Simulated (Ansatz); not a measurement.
Runs of Ansatz 0.2.0 on TePt. The structure is hexagonal, space group P-6m2 (No. 187). Conventional cell: a = 3.955 Å, b = 3.955 Å, c = 3.860 Å, α = 90.00°, β = 90.00°, γ = 120.00°. Around Pt (site symmetry -6m2) lie 6 Te at 2.99 Å. Te (site symmetry -6m2) has 6 Pt at 2.99 Å as nearest neighbours. Measurements of this composition are mostly on another form, of space group No. 166.

```tsv
spin	U	fixed moment (μB)	gap on the mesh (eV)	pressure (GPa)	moment (μB)
collinear, program default start	Pt d U = 7 eV	-	none	-15.9	0.00
collinear, random start	Pt d U = 4 eV	-	none	(a)	0.00
collinear, ferromagnetic start	Pt d U = 7 eV	2.0	-	-11.0	-
collinear, ferromagnetic start	Pt d U = 7 eV	-	none	-15.9	0.00
```

Alike in all rows: task single point; level LDA+U; potentials or basis all-electron LAPW, scalar-relativistic; cell as given; k mesh 6 × 6 × 5; cutoff (eV) 218; smearing gaussian 0.05 eV; basis error allowed 0.001 eV/atom.

Question: Fill in the values left out.

Answer: (a) -16.5.

Caveats: the k mesh is thin for a metal, which can move the energy by tens of meV per atom; U is the effective U less J, on atomic orbitals that reach past the spheres; the U is typed as a test and isn't derived for this compound; the starting moments weren't kept (some runs); the total moment is fixed, so each spin has its own Fermi level (some runs).

A k mesh can miss the band edges, and the runs leave out spin-orbit coupling on Pt, Te.

A gap of «none» marks a metal or a gap under the smearing width.

Runs at the PBE level aren't shown here.
